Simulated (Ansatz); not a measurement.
# SiO2 (I4_122) in Ansatz: further runs

Aim: see how the results for SiO2 move with the level of theory and the settings. Levels: PBE, RPBE+D3(BJ), r2SCAN+rVV10. Tasks: relaxation of cell and atoms, single point.

Program: Ansatz 0.2.0. These are calculated values, not measurements. Logs are shortened: lines on timing, memory, paths and dates and some standing lists are left out, and cuts for length are marked.

### Step 1. The crystal as given

It takes space group I4_122 (No. 98, tetragonal). The conventional cell has a = 5.676 Å, b = 5.676 Å, c = 11.320 Å, α = 90.00°, β = 90.00°, γ = 90.00°. Si (site symmetry 2) is surrounded by 4 O at 1.63 to 1.64 Å. O (site symmetry 2) is surrounded by 2 Si at 1.63 Å. O (site symmetry 2) is surrounded by 2 Si at 1.64 Å.

The cell comes from a database or a generator and needn't be the stable form of this composition.

### Step 2. Relaxation of cell and atoms, PBE

input.yaml

```yaml
crystal:
  lattice:
    - [-2.837898, 2.837898, 5.66021]
    - [2.837898, -2.837898, 5.66021]
    - [2.837898, 2.837898, -5.66021]
  atoms:
    - { symbol: Si, position: [0.875, 0.263618, 0.888618] }
    - { symbol: Si, position: [0.013618, 0.625, 0.888618] }
    - { symbol: Si, position: [0.736382, 0.125, 0.111382] }
    - { symbol: Si, position: [0.375, 0.986382, 0.111382] }
    - { symbol: O, position: [0.633727, 0.133727, 0.5] }
    - { symbol: O, position: [0.467877, 0.967877, 0.935754] }
    - { symbol: O, position: [0.032123, 0.532123, 0.064246] }
    - { symbol: O, position: [0.116273, 0.116273, 0.0] }
    - { symbol: O, position: [0.883727, 0.883727, 0.0] }
    - { symbol: O, position: [0.866273, 0.366273, 0.5] }
    - { symbol: O, position: [0.282123, 0.717877, 0.0] }
    - { symbol: O, position: [0.717877, 0.282123, 0.0] }
hamiltonian:
  xc: pbe
  pseudopotentials: { kind: paw }
kpoints:
  mp_grid: { grid: [7, 7, 7] }
scf:
  occupations: { method: fermi_dirac, width: 0.05 }
output:
  forces: true
  stress: true
  eigenvalues: true
relax:
  f_tol: 0.01
  max_steps: 40
  cell: { stress_tol: 0.05 }
```

Potentials or basis: Ansatz PAW.

Run with:

```bash
> ansatz run input.yaml --threads 4 --pin off --max-ram 11264MiB --backend cpu --events-out ev --progress --plain --runs-dir out
```

The program printed:

```text
Warning: RAYON_NUM_THREADS=4 ignored (pool sized by the plan → 4); use --threads N
Engine: ansatz 0.2.0, aarch64-unknown-linux-gnu
Pseudopotentials: kind: paw
Pseudopotential: Si, paw, valence charge 4, recommended cutoff 420 eV (normal), Si.paw.azcp
Pseudopotential: O, paw, valence charge 6, recommended cutoff 420 eV (normal), O.paw.azcp
Functional definition: PBE
  parameter kappa = 0.804
  parameter beta = 0.06672455060314922
  exchange = pbe_x(kappa = kappa, mu = beta*pi^2/3)
  correlation = pbe_c(beta = beta)
Crystal: 12 atoms, lattice volume = 182.342 Å³
Basis set: ecut = 420 eV, 3571 PW (Γ), exchange–correlation on 96×96×96 points (8 copies of the dense FFT grid, shifted against one another)
Bands: 44, of which v1, the nominal top of the filled ones, is band 32 counted from 1 (31 counted from 0)
Symmetry: 8 space group operations
Space group: I4122 (ITA 98), of the structure as read, at distance tolerance 5.7e-5 Å
k-points: 40 of 343 (time reversal used)
Non-local potential: Si, projectors of the file, l = 0: 2, l = 1: 2, l = 2: 2
Non-local potential: O, projectors of the file, l = 0: 2, l = 1: 2, l = 2: 1
PAW form: soft (Blöchl's): semilocal exchange-correlation on the pseudo side does not see the compensation charge
PAW one-centre angular grid: Si, 110 points (default); XC on 64 Gauss nodes
PAW one-centre angular grid: O, 110 points (default); XC on 64 Gauss nodes
Initial density: superposition of atomic densities (neutral atoms: chi_scale 0, normalization atom), corrected by the library's trained network
Initial wavefunctions: pseudopotential atomic-orbital guess
Functional: x = pbe(κ = 0.804, μ = 0.2195149727645171), c = pbe(β = 0.06672455060314922)
SCF iter   1: F=—  HF=-7094.630226 eV  |F-HF|=—  |Δ(HF+E_count)|=         —  Δρ=2.14e-3  dr2=4.57e-3  ethr=1.77e-3  ⟨swp⟩=6.6  Hψ=9280  notcnv=0  defer=57
preconditioner: auto → Resta (q_TF=auto, 2.291 Å⁻¹)  ε∞=2.9  [insulator: Δε(μ)=4.822 eV  Ē_g=16.042 eV  σ=0.050 eV  W_gap=1.00  n_scr=36 (ndim 8)  ℏωp=22.0 eV  f_vac=0.266  D(μ)=0.00/eV (n_scr^D=0)  ε∞_Penn≈2.9]
SCF iter   2: F=—  HF=-7094.631661 eV  |F-HF|=—  |Δ(HF+E_count)|=   1.44e-3  Δρ=9.88e-4  dr2=8.03e-4  ethr=7.13e-6  ⟨swp⟩=2.0  Hψ=3035  notcnv=0  defer=119
SCF iter   3: F=—  HF=-7094.632358 eV  |F-HF|=—  |Δ(HF+E_count)|=   6.97e-4  Δρ=3.87e-4  dr2=1.93e-4  ethr=1.26e-6  ⟨swp⟩=3.0  Hψ=3153  notcnv=0  defer=119
SCF iter   4: F=—  HF=-7094.632528 eV  |F-HF|=—  |Δ(HF+E_count)|=   1.70e-4  Δρ=7.12e-5  dr2=9.98e-6  ethr=3.01e-7  ⟨swp⟩=2.0  Hψ=2493  notcnv=0  defer=119
SCF iter   5: F=—  HF=-7094.632479 eV  |F-HF|=—  |Δ(HF+E_count)|=   4.87e-5  Δρ=4.94e-5  dr2=3.27e-6  ethr=1.56e-8  ⟨swp⟩=2.0  Hψ=2741  notcnv=0  defer=119
SCF iter   6: F=—  HF=-7094.632479 eV  |F-HF|=—  |Δ(HF+E_count)|=   3.22e-8  Δρ=1.12e-5  dr2=2.38e-7  ethr=5.11e-9  ⟨swp⟩=2.0  Hψ=2622  notcnv=0  defer=119
SCF iter   7: F=-7094.632479 eV  HF=-7094.632479 eV  |F-HF|=1.93e-8  |Δ(HF+E_count)|=   1.25e-7  Δρ=2.53e-6  dr2=1.37e-8  ethr=1.56e-10  ⟨swp⟩=12.4  Hψ=8692  notcnv=0
SCF 1 converged in 7 iterations: F = -7094.632479 eV  dr2 = 1.37e-8
relax step   1: F+E_penalty+E_count = -7094.63247948 eV  Δ(F+E_penalty+E_count) = +0.000e0 eV  max|allowed force component| = 7.741e-3 eV/Å  Δτ_max = 0.0000 Å  P = -0.060 GPa  Ω = 182.342 Å³  (7 SCF iters, dr2 threshold 1.00e-7 eV, accepted)
Crystal: 12 atoms, lattice volume = 182.368 Å³
Basis set: ecut = 420 eV, 3579 PW (Γ), exchange–correlation on 96×96×96 points (8 copies of the dense FFT grid, shifted against one another)
Initial density: handed on by an earlier stage of this run
Initial wavefunctions: those handed on with the density
iter 1 solved again at ethr=2.14e-8 eV; its pass at ethr=3.10e-3 eV (dr2=1.37e-5 eV) is discarded
SCF iter   1: F=—  HF=-7094.632554 eV  |F-HF|=—  |Δ(HF+E_count)|=         —  Δρ=1.25e-4  dr2=1.83e-5  ethr=2.14e-8  ⟨swp⟩=3.0  Hψ=7249  notcnv=0
preconditioner: auto → Resta (q_TF=auto, 2.291 Å⁻¹)  ε∞=2.9  [insulator: Δε(μ)=4.837 eV  Ē_g=16.060 eV  σ=0.050 eV  W_gap=1.00  n_scr=36 (ndim 8)  ℏωp=22.0 eV  f_vac=0.266  D(μ)=0.00/eV (n_scr^D=0)  ε∞_Penn≈2.9]
SCF iter   2: F=—  HF=-7094.632517 eV  |F-HF|=—  |Δ(HF+E_count)|=   3.68e-5  Δρ=6.12e-5  dr2=4.12e-6  ethr=2.14e-8  ⟨swp⟩=2.0  Hψ=2610  notcnv=0
SCF iter   3: F=—  HF=-7094.632517 eV  |F-HF|=—  |Δ(HF+E_count)|=   2.16e-7  Δρ=2.63e-5  dr2=9.57e-7  ethr=6.44e-9  ⟨swp⟩=2.2  Hψ=2931  notcnv=0
SCF iter   4: F=-7094.632517 eV  HF=-7094.632517 eV  |F-HF|=1.11e-8  |Δ(HF+E_count)|=   2.52e-8  Δρ=4.02e-6  dr2=3.73e-8  ethr=2.86e-10  ⟨swp⟩=7.2  Hψ=9674  notcnv=0
SCF 2 converged in 4 iterations: F = -7094.632517 eV  dr2 = 3.73e-8
[... 20 lines left out ...]
SCF iter   5: F=-7094.632814 eV  HF=-7094.632814 eV  |F-HF|=8.09e-11  |Δ(HF+E_count)|=   2.26e-9  Δρ=7.94e-8  dr2=1.54e-11  ethr=1.00e-12  ⟨swp⟩=6.5  Hψ=6456  notcnv=0
SCF 4 converged in 5 iterations: F = -7094.632814 eV  dr2 = 1.54e-11
relax step   4: F+E_penalty+E_count = -7094.63281422 eV  Δ(F+E_penalty+E_count) = -4.422e-4 eV  max|allowed force component| = 4.446e-3 eV/Å  Δτ_max = 0.0000 Å  P = +0.001 GPa  Ω = 182.431 Å³  stress off target by 6.56e-3 GPa  SCF on the basis re-selected at this cell (its energy is not comparable with the rows above)  (5 SCF iters)
basis re-selected at this cell: Δ(F+E_penalty+E_count) = -4.422e-4 eV, ΔP = +0.004 GPa vs the last step (what re-selecting the basis moved, of the pressure what is left beyond the Pulay correction that the steps carried, after the strain that the cell walked since its last selection, with what the two solves' SCF thresholds leave and, on support functions, any second-order correction that the steps lacked; it is no measure of the basis error at this ecutwfc). This SCF's stress stands 6.56e-3 GPa from its target on what of the cell is left free (relax.cell.stress_tol is 5.00e-2 GPa) and its largest allowed force component is 4.45e-3 eV/Å (relax.f_tol is 1.00e-2 eV/Å): within both
SCF converged after 5 iterations
Free energy (F): -7094.632814 eV
Harris-Foulkes:  -7094.632814 eV  (|F-HF|=8.09e-11)
Internal energy: -7094.632814 eV  (E = F + TS)
E sigma→0 (E₀):  -7094.632814 eV
Fermi energy:    3.759298 eV
--- Per-component energies (eV) ---
  E_band       = -372.003059
  E_kinetic    = 1605.297436
  E_local      = -4826.482629  (includes V_loc(G=0)·N_el)
  E_nonlocal   = 478.688872
  E_hartree    = 1811.052892
  E_xc         = -815.363172
  E_vxc        = -946.278685  (∫ρ·V_xc dr)
  E_paw        = -3324.017190  (= ΣΔE_a)
  E_vpaw       = -305.354342  (= ΣTr[D̂ρ^β])
  E_aug_tail   = 0.020526  (compensation charges beyond the density's cutoff)
  E_ewald      = -2023.829549
  E_smearing   = -0.000000  (= −TS)
  E_closure    = -0.000000  (closes the sum)
  Σ components = -7094.632814   (vs F -7094.632814, Δ=0.00e0)
--- Forces (eV/Å), atoms counted from 1 ---
  atom   1  Si     0.00115606     0.00000000     0.00000000
  atom   2  Si    -0.00000000     0.00115606    -0.00000000
  atom   3  Si    -0.00000000    -0.00115606    -0.00000000
  atom   4  Si    -0.00115606    -0.00000000    -0.00000000
  atom   5  O      0.00000000     0.00000000    -0.00444573
  atom   6  O      0.00068353     0.00068353    -0.00000000
  atom   7  O     -0.00068353    -0.00068353    -0.00000000
  atom   8  O      0.00000000    -0.00000000     0.00444573
  atom   9  O     -0.00000000     0.00000000    -0.00444573
  atom  10  O     -0.00000000    -0.00000000     0.00444573
  atom  11  O      0.00068353    -0.00068353    -0.00000000
  atom  12  O     -0.00068353     0.00068353    -0.00000000
  max |Σ_I F_I| component: 1.30e-18 eV/Å
--- Stress (GPa, compression-positive) ---
        0.004080       0.000000       0.000000
        0.000000       0.004080      -0.000000
        0.000000      -0.000000      -0.006560
  P = ⅓ Tr σ = 0.0005 GPa (0.005 kbar)
--- Band table (eV; the first three rows and the last of 40) ---
  k-point 0: bands = ["-18.3707", "-17.0758", "-16.8509", "-16.8509", "-16.5730", "-16.4349", "-16.2908", "-15.9216", "-7.4625", "-7.4625", "-5.8119", "-4.7073", "-4.7073", "-3.9452", "-3.9452", "-3.8818", "-2.6477", "-2.0523", "-1.6282", "-1.2716", "-1.2716", "-0.8785", "-0.8785", "-0.7461", "-0.5046", "-0.5046", "-0.2249", "-0.2080", "0.6049", "0.6049", "1.0290", "1.2723", "6.1119", "8.5177", "8.5748", "10.1490", "10.1490", "10.5126", "10.7058", "10.7381", "10.8280", "11.8746", "11.8746", "12.1312"]
  k-point 1: bands = ["-18.3175", "-17.1765", "-16.9918", "-16.7926", "-16.4883", "-16.4271", "-16.2352", "-15.9470", "-7.4365", "-7.3138", "-6.0289", "-4.7892", "-4.5556", "-3.9959", "-3.9472", "-3.8183", "-2.6093", "-2.0806", "-1.5858", "-1.3826", "-1.2533", "-1.0438", "-0.9138", "-0.6883", "-0.6618", "-0.4833", "-0.1947", "0.1393", "0.4981", "0.5409", "1.0165", "1.2144", "6.4283", "8.7051", "8.7641", "10.1093", "10.1806", "10.4589", "10.5411", "10.7242", "10.9380", "11.7466", "12.0201", "12.3664"]
  k-point 2: bands = ["-18.1698", "-17.3188", "-17.2488", "-16.7391", "-16.4226", "-16.3601", "-16.1163", "-16.0171", "-7.3654", "-6.8956", "-6.4064", "-5.0793", "-4.3350", "-4.0773", "-3.9362", "-3.7061", "-2.5464", "-2.2317", "-1.6708", "-1.5154", "-1.1572", "-1.1463", "-0.9760", "-0.6279", "-0.5950", "-0.3642", "-0.1799", "0.1747", "0.2813", "0.7067", "0.8055", "1.1804", "7.1934", "9.0341", "9.3958", "10.0123", "10.2505", "10.3073", "10.3661", "10.6657", "11.2345", "11.6364", "12.0139", "12.2059"]
  k-point 39: bands = ["-17.9044", "-17.8557", "-17.2765", "-16.4591", "-16.4320", "-16.3815", "-16.0067", "-15.9902", "-8.2809", "-6.6797", "-5.2998", "-4.8695", "-4.8519", "-4.5463", "-4.2434", "-3.2136", "-2.4019", "-2.3837", "-1.4464", "-1.2857", "-1.2165", "-1.0702", "-1.0097", "-0.7289", "-0.5907", "-0.4937", "0.0874", "0.2423", "0.3705", "0.7679", "0.8115", "0.8755", "7.7898", "7.8993", "9.1479", "9.2402", "9.2653", "10.1528", "10.2067", "10.3485", "10.5830", "11.0456", "12.2079", "12.2106"]
--- Relaxed structure (3 steps of the walk, 3 accepted, 1 SCFs on fresh bases) ---
  F+E_penalty+E_count = -7094.63281422 eV   max|allowed force component| = 4.446e-3 eV/Å   (the final SCF, on the basis selected at the relaxed cell)
  cell:  # Å, volume = 182.4311 Å³
    - [-2.839906189703217, 2.839906189703217, 5.654977758124276]
    - [2.839906189703217, -2.839906189703217, 5.654977758124276]
    - [2.839906189703217, 2.839906189703217, -5.654977758124276]
  atoms:
    - { symbol: Si, position: [0.8750000000000001, 0.26333557334704744, 0.8883355733470476] }
    - { symbol: Si, position: [0.013335573347047408, 0.625, 0.8883355733470476] }
    - { symbol: Si, position: [0.7366644266529525, 0.12499999999999989, 0.11166442665295262] }
    - { symbol: Si, position: [0.375, 0.9866644266529526, 0.11166442665295262] }
    - { symbol: O, position: [0.6336669778646054, 0.1336669778646054, 0.5] }
    - { symbol: O, position: [0.46808058405296765, 0.9680805840529678, 0.9361611681059355] }
    - { symbol: O, position: [0.03191941594703232, 0.5319194159470324, 0.06383883189406467] }
    - { symbol: O, position: [0.11633302213539459, 0.11633302213539459, 3.1837007898261014e-21] }
    - { symbol: O, position: [0.8836669778646052, 0.8836669778646052, 3.18370078982612e-21] }
    - { symbol: O, position: [0.8663330221353946, 0.3663330221353947, 0.5] }
    - { symbol: O, position: [0.2819194159470323, 0.7180805840529676, 0.0] }
    - { symbol: O, position: [0.7180805840529676, 0.2819194159470323, 0.0] }
```

Wall time 31 s (4 threads of Arm Neoverse V2, shared host); peak memory 0.66 GiB.

What came out:

* Free energy: -7094.6328 eV
* Relaxed volume: 15.20 Å³/atom
* Relaxed cell: a = 6.936 Å, b = 6.936 Å, c = 6.936 Å, α = 131.66°, β = 131.66°, γ = 70.77°
* Space group after relaxing (to 0.05 Å): I4_122 (No. 98)
* Energy gained by relaxing: 0.0 meV/atom
* Ionic steps: 4
* Pressure after relaxing: 0.0 GPa
* Largest force after relaxing: 0.004 eV/Å
* Band gap on the k mesh: 4.84 eV, direct

Forces on the atoms (eV/Å):
```
Si   0.001  0.000  0.000
Si   0.000  0.001  0.000
Si   0.000 -0.001  0.000
Si  -0.001  0.000  0.000
O    0.000  0.000 -0.004
O    0.001  0.001  0.000
O   -0.001 -0.001  0.000
O    0.000  0.000  0.004
O    0.000  0.000 -0.004
O    0.000  0.000  0.004
O    0.001 -0.001  0.000
O   -0.001  0.001  0.000
```

Step by step:
```tsv
step	energy change (eV)	largest force (eV/Å)	volume (Å³)
1	0.0000	0.0107	182.34
2	0.0000	0.0062	182.37
3	0.0001	0.0044	182.43
4	-0.0003	0.0044	182.43
```

Final structure:
```cif
data_structure
_symmetry_space_group_name_H-M 'P 1'
_symmetry_Int_Tables_number 1
_cell_length_a 6.9361
_cell_length_b 6.9361
_cell_length_c 6.9361
_cell_angle_alpha 131.661
_cell_angle_beta 131.661
_cell_angle_gamma 70.766
_cell_volume 182.43
loop_
_atom_site_label
_atom_site_type_symbol
_atom_site_fract_x
_atom_site_fract_y
_atom_site_fract_z
_atom_site_occupancy
Si1 Si 0.87500 0.26334 0.88834 1
Si2 Si 0.01334 0.62500 0.88834 1
Si3 Si 0.73666 0.12500 0.11166 1
Si4 Si 0.37500 0.98666 0.11166 1
O1 O 0.63367 0.13367 0.50000 1
O2 O 0.46808 0.96808 0.93616 1
O3 O 0.03192 0.53192 0.06384 1
O4 O 0.11633 0.11633 0.00000 1
O5 O 0.88367 0.88367 0.00000 1
O6 O 0.86633 0.36633 0.50000 1
O7 O 0.28192 0.71808 0.00000 1
O8 O 0.71808 0.28192 0.00000 1
```

Caveat: odd divisions of the mesh miss points on the zone boundary, where band edges often lie, so the gap on the mesh can be too wide; the plane-wave basis is chosen anew once the cell has moved, so the energies of steps on either side of that aren't comparable; the pressure holds a Pulay correction of +0.5 GPa for the finite cutoff. Expect the measured gap to be larger: semilocal functionals such as PBE lack the derivative discontinuity.

(Part 1 of 2 ends here.)
